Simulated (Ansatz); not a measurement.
# SiC (Moissanite): optical spectrum from first principles

Aim: the dielectric function of SiC (Moissanite), and the optical constants that follow from it.

Main program and level: Ansatz 0.2.0; DFT, PBE, plane-wave PAW, default files, scalar-relativistic, independent-particle optical response without local fields.

### Step 1. Set-up

Symmetry: P6_3mc, No. 186, hexagonal system. Conventional cell: a = 3.076 Å, b = 3.076 Å, c = 5.048 Å, α = 90.00°, β = 90.00°, γ = 120.00°. Si has 4 C at 1.87 to 1.94 Å nearest. Nearest to C lie 4 Si at 1.87 to 1.94 Å. Farther neighbours are not listed.

### Step 2. Ground state and bands

The self-consistent density comes first; it also tells whether there is a gap, which decides the occupations and the need for a Drude term.

This step: DFT, PBE, plane-wave PAW, default files, scalar-relativistic, ground state (Ansatz 0.2.0).

input.yaml

```yaml
crystal:
  lattice:
    - [3.076, 0.0, 0.0]
    - [-1.538, 2.663894142, 0.0]
    - [0.0, 0.0, 5.048]
  atoms:
    - { symbol: Si, position: [0.6666666667, 0.3333333333, 0.5] }
    - { symbol: Si, position: [0.3333333333, 0.6666666667, 0.0] }
    - { symbol: C, position: [0.6666666667, 0.3333333333, 0.885] }
    - { symbol: C, position: [0.3333333333, 0.6666666667, 0.385] }
kpoints:
  mp_grid: { grid: [8, 8, 5] }
  band_path:
    path:
      - [[0.0, 0.0, 0.0], [0.5, 0.0, 0.0], [0.33333333, 0.33333333, 0.0], [0.0, 0.0, 0.0], [0.0, 0.0, 0.5], [0.5, 0.0, 0.5], [0.33333333, 0.33333333, 0.5], [0.0, 0.0, 0.5]]
      - [[0.5, 0.0, 0.5], [0.5, 0.0, 0.0]]
      - [[0.33333333, 0.33333333, 0.0], [0.33333333, 0.33333333, 0.5]]
    npoints: 7
scf:
  occupations: { method: fermi_dirac, width: 0.05 }
  n_extra_bands: 8
hamiltonian:
  xc: pbe
  pseudopotentials: { kind: paw }
output:
  forces: true
  stress: true
  populations: true
  write_bands: true
  write_density: true
  write_potential: true
  elf: true
  volumetric_format: npy
```

The run is started by

```bash
$ ansatz run input.yaml --threads 4 --pin off --max-ram 8192MiB --backend cpu --events-out ev --progress --plain --runs-dir out
```

Numbers of over 12 decimals in the logs are rounded to 6 here.

The program printed:

```text
scf.n_extra_bands = 8 over 8 filled bands (N_el = 16.0): the run solves 16 bands
Engine: ansatz 0.2.0, aarch64-unknown-linux-gnu
Pseudopotentials: kind: paw
Pseudopotential: Si, paw, valence charge 4, recommended cutoff 420 eV (normal), Si.paw.azcp
Pseudopotential: C, paw, valence charge 4, recommended cutoff 420 eV (normal), C.paw.azcp
Functional definition: PBE
  parameter kappa = 0.804
  parameter beta = 0.066725
  exchange = pbe_x(kappa = kappa, mu = beta*pi^2/3)
  correlation = pbe_c(beta = beta)
Crystal: 4 atoms, lattice volume = 41.364 Å³
Basis set: ecut = 420 eV, 785 PW (Γ), exchange–correlation on 48×48×72 points (8 copies of the dense FFT grid, shifted against one another)
Bands: 16, of which v1, the nominal top of the filled ones, is band 8 counted from 1 (7 counted from 0)
Symmetry: 12 space group operations
Space group: P63mc (ITA 186), of the structure as read, at distance tolerance 3.5e-5 Å
k-points: 30 of 320 (time reversal used)
Non-local potential: Si, projectors of the file, l = 0: 2, l = 1: 2, l = 2: 2
Non-local potential: C, projectors of the file, l = 0: 2, l = 1: 2, l = 2: 1
PAW form: soft (Blöchl's): semilocal exchange-correlation on the pseudo side does not see the compensation charge
PAW one-centre angular grid: Si, 110 points (default); XC on 64 Gauss nodes
PAW one-centre angular grid: C, 110 points (default); XC on 64 Gauss nodes
Initial density: superposition of atomic densities (neutral atoms: chi_scale 0, normalization atom), corrected by the library's trained network
Initial wavefunctions: pseudopotential atomic-orbital guess
Functional: x = pbe(κ = 0.804, μ = 0.219515), c = pbe(β = 0.066725)
SCF iter   1: F=—  HF=-1774.264871 eV  |F-HF|=—  |Δ(HF+E_count)|=         —  Δρ=2.42e-3  dr2=2.57e-3  ethr=1.77e-3  ⟨swp⟩=5.3  Hψ=2844  notcnv=0  defer=1
preconditioner: auto → none  [insulator: Δε(μ)=2.555 eV  Ē_g=14.030 eV  σ=0.050 eV  W_gap=1.00  n_scr=2 (ndim 8)  ℏωp=23.1 eV  f_vac=0.000  D(μ)=0.00/eV (n_scr^D=0)  ε∞_Penn≈3.7]
SCF iter   2: F=—  HF=-1774.264830 eV  |F-HF|=—  |Δ(HF+E_count)|=   4.07e-5  Δρ=7.81e-4  dr2=2.09e-4  ethr=1.61e-5  ⟨swp⟩=2.0  Hψ=818  notcnv=0  defer=39
SCF iter   3: F=—  HF=-1774.264901 eV  |F-HF|=—  |Δ(HF+E_count)|=   7.03e-5  Δρ=1.80e-4  dr2=7.32e-6  ethr=1.31e-6  ⟨swp⟩=2.5  Hψ=661  notcnv=0  defer=39
SCF iter   4: F=—  HF=-1774.264894 eV  |F-HF|=—  |Δ(HF+E_count)|=   6.57e-6  Δρ=1.84e-5  dr2=7.59e-8  ethr=4.57e-8  ⟨swp⟩=2.1  Hψ=619  notcnv=0  defer=39
iter 5 did not close the SCF: its close was put off for the readings that it lacked (scf_convergence_deferred on its scf_iter line)
SCF iter   5: F=-1774.264894 eV  HF=-1774.264894 eV  |F-HF|=1.28e-9  |Δ(HF+E_count)|=   7.87e-8  Δρ=2.62e-6  dr2=1.82e-9  ethr=4.75e-10  ⟨swp⟩=2.0  Hψ=639  notcnv=0  defer=39
SCF iter   6: F=-1774.264894 eV  HF=-1774.264894 eV  |F-HF|=1.64e-11  |Δ(HF+E_count)|=   1.80e-9  Δρ=5.79e-7  dr2=1.26e-10  ethr=1.14e-11  ⟨swp⟩=8.8  Hψ=2718  notcnv=0
SCF 1 converged in 6 iterations: F = -1774.264894 eV  dr2 = 1.26e-10
  greatest PAW one-centre occupation: 0.646 electrons in one spin orbital (limit 2), on the C atom at site 3 (counted from 0), in its partial waves of l = 0
NSCF: frozen V_eff on 66 k-points
SCF converged after 6 iterations
Free energy (F): -1774.264894 eV
Harris-Foulkes:  -1774.264894 eV  (|F-HF|=1.64e-11)
Internal energy: -1774.264894 eV  (E = F + TS)
E sigma→0 (E₀):  -1774.264894 eV
Fermi energy:    11.023662 eV
--- Per-component energies (eV) ---
  E_band       = 57.488881
  E_kinetic    = 271.768752
  E_local      = -211.055093  (includes V_loc(G=0)·N_el)
  E_nonlocal   = 103.692900
  E_hartree    = 65.209494
  E_xc         = -211.132700
  E_vxc        = -218.905107  (∫ρ·V_xc dr)
  E_paw        = -1224.177390  (= ΣΔE_a)
  E_vpaw       = -18.431496  (= ΣTr[D̂ρ^β])
  E_aug_tail   = 0.000028  (compensation charges beyond the density's cutoff)
  E_ewald      = -568.570884
  E_smearing   = -0.000000  (= −TS)
  E_closure    = 0.000000  (closes the sum)
  Σ components = -1774.264894   (vs F -1774.264894, Δ=0.00e0)
--- Forces (eV/Å), atoms counted from 1 ---
  atom   1  Si    -0.00000000     0.00000000     0.75191821
  atom   2  Si     0.00000000    -0.00000000     0.75191821
  atom   3  C     -0.00000000     0.00000000    -0.75192691
  atom   4  C      0.00000000    -0.00000000    -0.75192691
  max |Σ_I F_I| component: 1.74e-5 eV/Å
--- Stress (GPa, compression-positive) ---
        5.319925       0.000000       0.000000
        0.000000       5.319925       0.000000
        0.000000       0.000000       0.442761
  P = ⅓ Tr σ = 3.6942 GPa (36.942 kbar)
--- Band table (eV; the first three rows and the last of 30) ---
  k-point 0: bands = [... 4 lower, 8.2273, 9.5073, 9.5073, 9.7841, 14.4016, 15.7946, 16.2904, 16.2904, ... 4 higher]
  k-point 1: bands = [... 4 lower, 8.3335, 8.7103, 9.3663, 9.3663, 14.5816, 16.3595, 16.3595, 16.5982, ... 4 higher]
  k-point 2: bands = [... 4 lower, 8.6253, 8.6253, 9.0183, 9.0183, 15.1089, 15.9268, 16.6739, 16.6739, ... 4 higher]
  k-point 29: bands = [... 4 lower, 3.9766, 4.7468, 7.5481, 7.9827, 14.1410, 14.9451, 15.4556, 16.5468, ... 4 higher]
--- Löwdin populations: 4 sites ---
  site symbol       q [e]
     0     Si      2.9209
     1     Si      2.9209
     2      C      4.9992
     3      C      4.9992
  spilling = 0.009978 (of n_electrons = 16.000000)
```

Elapsed: 1.5 s, on 4 threads of Arm Neoverse V1, shared host; peak memory 0.32 GiB.

Reading the cycles: dr2 is the Hartree energy of the density residual (eV), the measure of convergence; HF is the Harris–Foulkes estimate of the energy, which meets the free energy F at convergence.

Numbers from this step:

- free energy: -1774.2649 eV
- Fermi energy: 11.02 eV
- gap by band count: 2.580 eV
- electrons: 16
- symmetry operations: 12
- pressure: 3.694 GPa
- gap on the k-mesh: 2.580 eV
- volume: 41.36 Å³
- gap on the path: 2.325 eV
- least direct gap on the path: 4.079 eV

There is a gap, 2.32 eV on the path, so no carriers' term is needed. The cell is left with a pressure of 3.7 GPa and forces up to 0.75 eV/Å, as it stands unrelaxed at this level.

The electronic bands at the labelled points (eV, zero at the Fermi level; v1 is the highest filled band, c1 the lowest empty one):

```csv
point,v4,v3,v2,v1,c1,c2,c3,c4
Γ,-2.80,-1.52,-1.52,-1.24,3.38,4.77,5.27,5.27
0.43 of the way,-3.85,-3.77,-1.99,-1.89,3.00,4.97,5.61,6.41
M,-6.67,-4.78,-4.50,-2.73,1.35,2.96,5.50,5.96
0.43 of the way,-6.60,-5.90,-4.55,-3.78,2.24,3.19,6.04,6.82
K,-7.74,-5.36,-5.28,-5.28,1.08,6.74,7.40,7.40
0.43 of the way,-6.19,-4.86,-3.39,-2.79,3.31,4.59,5.75,5.82
Γ,-2.80,-1.52,-1.52,-1.24,3.38,4.77,5.27,5.27
0.43 of the way,-2.67,-2.45,-1.68,-1.68,3.58,5.35,5.35,5.67
A,-2.21,-2.21,-2.21,-2.21,4.46,4.46,5.93,5.93
0.57 of the way,-4.24,-4.24,-3.38,-3.38,2.81,2.81,5.49,5.49
L,-3.93,-3.93,-3.58,-3.58,1.93,1.93,3.76,3.76
0.43 of the way,-5.37,-5.37,-3.23,-3.23,2.72,2.72,4.64,4.64
H,-7.09,-7.09,-2.99,-2.99,3.57,3.57,4.73,4.73
0.57 of the way,-4.25,-4.25,-3.64,-3.64,3.94,3.94,6.04,6.04
A,-2.21,-2.21,-2.21,-2.21,4.46,4.46,5.93,5.93
jump to L,-3.93,-3.93,-3.58,-3.58,1.93,1.93,3.76,3.76
0.57 of the way,-5.68,-4.62,-3.75,-3.04,1.60,2.11,5.37,6.04
M,-6.67,-4.78,-4.50,-2.73,1.35,2.96,5.50,5.96
jump to K,-7.74,-5.36,-5.28,-5.28,1.08,6.74,7.40,7.40
0.43 of the way,-7.97,-5.85,-4.32,-4.32,1.98,5.47,5.47,6.54
H,-7.09,-7.09,-2.99,-2.99,3.57,3.57,4.73,4.73
```

Electrostatic potential energy in the ac plane at fractional y = 0.333, with atoms of Si and C within 0.2 Å of it. With pseudopotentials it is smooth inside the atoms' cores, unlike the true potential.

Values in eV, 22 rows by 16 columns, each cell a mean:
```
  5   2  -1  -1   0   3   5   3  -9 -28 -42 -44 -34 -15   1   5
  6   5   3   3   4   6   5   0 -21 -47 -54 -54 -52 -29  -5   5
  8   8   7   7   7   8   7   0 -22 -48 -54 -54 -53 -30  -5   6
 10  10   9   9  10  10   9   4 -11 -32 -45 -46 -38 -18   1   8
 11  11  11  11  11  11  10   8   2  -9 -18 -19 -12  -1   7  10
 11  12  12  12  12  12  11   9   7   4   2   1   3   6   9  11
 11  12  12  12  12  11  10   7   5   2  -1  -1   1   4   7   9
  9  11  12  12  11  10   7   3  -4 -12 -17 -18 -14  -7   1   6
  7  10  11  11  10   8   3  -5 -19 -31 -38 -39 -34 -24  -9   1
  5   9  11  11  10   6   0 -14 -32 -45 -52 -52 -48 -37 -20  -3
  4   8  10  10   9   6  -1 -18 -37 -50 -54 -54 -53 -42 -25  -6
  5   8   9   9   8   6   0 -15 -33 -46 -53 -53 -49 -38 -21  -3
  6   8   8   8   8   7   3  -6 -21 -34 -41 -42 -37 -26 -10   1
  8   9   8   8   8   8   6   2  -6 -15 -22 -23 -18  -9   0   5
 10  10  10   9  10  10   9   7   4   0  -3  -4  -1   3   6   9
 11  11  11  11  11  11  11  10   8   7   6   6   6   8   9  11
 11  11  11  11  11  11  11  11  11  10  10  10  10  11  11  11
 11  10  10   9  10  10  11  11  12  12  12  12  12  12  12  11
  9   8   7   6   7   8  10  11  11  12  12  12  12  12  11  10
  7   5   3   2   4   6   8  10  11  11  11  11  11  11  10   9
  5   2  -1  -1   0   3   6   8   9   8   7   6   8   9   9   8
  4   1  -2  -3  -1   2   5   6   4  -2  -9 -10  -5   3   6   6
```
Atoms in or near the plane, at fractional coordinates: Si at (0.67, 0.50), C at (0.67, 0.88).

ELF in the ac plane at fractional y = 0.333, with atoms of Si and C within 0.2 Å of it. It is the smooth field of the valence electrons, not physical close to the nuclei.

Ten even steps from '_' (0.02) to '@' (0.92):
```
%%**==--++%%@@@@%%##++==**%%@@@@
%%**====**%%@@@@%%++....--##%%@@
%%**==--++##%%%%##--____::**%%%%
##++--::==**%%%%##==....--**%%%%
**--::..--++########++++**######
==::......--**##%%%%%%@@%%%%##**
--..____..::++##%%@@@@@@@@%%##++
::..______..--**%%@@@@@@@@%%##==
::..____....--++##%%@@@@@@%%**--
::::....::::--==++****##**++==--
====----======--::::::::::::--==
****++++******==::..::::....--**
%%########%%##**--::--==::::++##
%%%%######%%%%##==::::::..--**%%
%%%%######%%%%##++::......==##%%
%%########%%%%##**--....::++##%%
##********####**++--::::--++**##
************++++==--::::::--==++
==++++++++====--::........::::--
--==++++==--::....__________..::
::--====--::....______________..
::::------::........______......
::::::::::::::::::----::::::::::
==--::::--==++++++++++++++++++++
**==--::==**####################
%%**----++##%%%%%%%%######%%%%%%
```
Atoms in or near the plane, at fractional coordinates: Si at (0.67, 0.50), C at (0.67, 0.88).

### Step 3. Spectrum

The spectrum is a sum over vertical transitions between filled and empty bands at the fixed density, so many empty bands are needed.

This step: DFT, PBE, plane-wave PAW, default files, scalar-relativistic, independent-particle optical response without local fields (Ansatz 0.2.0).

input.yaml, the sections that differ from step 2:

```yaml
kpoints:
  mp_grid: { grid: [8, 8, 5] }
scf:
  occupations: { method: fixed }
output:
  optics:
    e_range: [0, 20]
    de: 0.05
    sigma: 0.1
    nscf_kmesh: { grid: [12, 12, 6] }
    bands: { spectra_wanted_up_to: 20 }
# crystal, hamiltonian: as in step 2
```

The program printed:

```text
[...]
Crystal: 4 atoms, lattice volume = 41.364 Å³
Basis set: ecut = 420 eV, 785 PW (Γ)
Bands: 12, of which v1, the nominal top of the filled ones, is band 8 counted from 1 (7 counted from 0)
Symmetry: 12 space group operations
[...]
k-points: 30 of 320 (time reversal used)
[...]
SCF iter   1: F=—  HF=-1774.264978 eV  |F-HF|=—  |Δ(HF+E_count)|=         —  Δρ=2.40e-3  dr2=2.54e-3  ethr=1.77e-3  ⟨swp⟩=4.5  Hψ=2087  notcnv=0  defer=57
[...]
SCF iter   7: F=-1774.264962 eV  HF=-1774.264962 eV  |F-HF|=8.19e-12  |Δ(HF+E_count)|=  1.79e-10  Δρ=1.20e-7  dr2=3.60e-12  ethr=1.00e-12  ⟨swp⟩=4.5  Hψ=1553  notcnv=0
SCF 1 converged in 7 iterations: F = -1774.264962 eV  dr2 = 3.60e-12
[...]
NSCF: frozen V_eff on 76 k-points
output.optics: what the bands over the 31 summed would add to eps1, eps2 and the energy-loss function is held between a lower and an upper bound (8 Lanczos steps). eps1, eps2 and their loss function (loss_summed_bands) are given on every row as the summed bands alone make them. Along an axis, on a row where the two bounds hold the loss function to about 1 % of the greater of itself and 0.5 % of |1/eps|, its cell (loss_completed) is given, with the completed eps1 and eps2 that it is formed of (a cell that is left empty reads nan in the table and null in the record). The two bounds hold it so along every axis on all 401 rows up to 20.000 eV. [rest of the remark cut]
SCF converged after 7 iterations
Free energy (F): -1774.264962 eV
[...]
Internal energy: -1774.264962 eV  (E = F + TS)
E sigma→0 (E₀):  -1774.264962 eV
Fermi energy:    9.784197 eV
[...]
--- Band table (eV; the first three rows and the last of 30) ---
  k-point 0: bands = [... 4 lower, 8.2273, 9.5073, 9.5073, 9.7842, 14.4016, 15.7946, 16.2903, 16.2903]
  k-point 1: bands = [... 4 lower, 8.3335, 8.7104, 9.3663, 9.3663, 14.5817, 16.3595, 16.3595, 16.5982]
  k-point 2: bands = [... 4 lower, 8.6253, 8.6253, 9.0183, 9.0183, 15.1089, 15.9268, 16.6739, 16.6739]
  k-point 29: bands = [... 4 lower, 3.9767, 4.7468, 7.5481, 7.9827, 14.1410, 14.9451, 15.4556, 16.5468]
```

Elapsed: 21 s, on 4 threads; peak memory 0.68 GiB; 80 s of CPU time.

Numbers from this step:

- electronic dielectric constant ε∞, mean over x, y and z (by symmetry where fewer were run): 7.293
- absorption onset, first axis (α over 10⁴ cm⁻¹, or the direct gap if that lies higher): 4.678 eV
- main peak of Im epsilon, first axis: 6.505 eV
- least direct gap on the mesh: 4.079 eV
- bands summed: 31
- spectra valid up to: 27.46 eV
- program's estimate of the k-sum error in Im epsilon: 0.05 %
- electrons in the f-sum: 13.55

The Im ε has structure finer than the step of the table below, so its rows give means over 0.5 eV, whole bins alone (the curve runs from 0 to 20 eV). Peaks (eV: height): E ∥ x or y 6.50: 21.8; E ∥ z 6.50: 22.0, 7.35: 19.3.

Table of Im ε by photon energy; means over each step:

```csv
photon energy (eV),E ∥ x or y,E ∥ z
4.0,5.5e-5,2.4e-5
4.5,0.0562,0.272
5.0,1.51,7.48
5.5,4.39,11.1
6.0,14.4,16.2
6.5,21.4,20.1
7.0,18.0,14.4
7.5,12.4,17.1
8.0,12.9,11.8
8.5,11.8,9.54
9.0,10.0,8.94
9.5,7.89,6.17
10.0,6.04,5.04
10.5,4.73,4.34
11.0,3.84,3.66
11.5,3.38,3.16
12.0,2.90,2.72
12.5,2.42,2.34
13.0,2.05,1.94
13.5,1.72,1.62
14.0,1.42,1.32
14.5,1.22,1.10
15.0,1.06,0.914
15.5,0.904,0.796
16.0,0.776,0.694
16.5,0.655,0.626
17.0,0.560,0.580
17.5,0.488,0.518
18.0,0.425,0.445
18.5,0.385,0.379
19.0,0.336,0.336
19.5,0.268,0.326
```

(Continued in part 2 of 2.)

[Logs are printed without paths, hosts, clocks, repeated set-up lines and the standing remarks that a program may print on its own settings, such as how far it seeks lower states.]

[Hosts, paths, dates, database ids (printed as entryN), source tags and the programs' standing remarks are cut or masked in the printed files.]
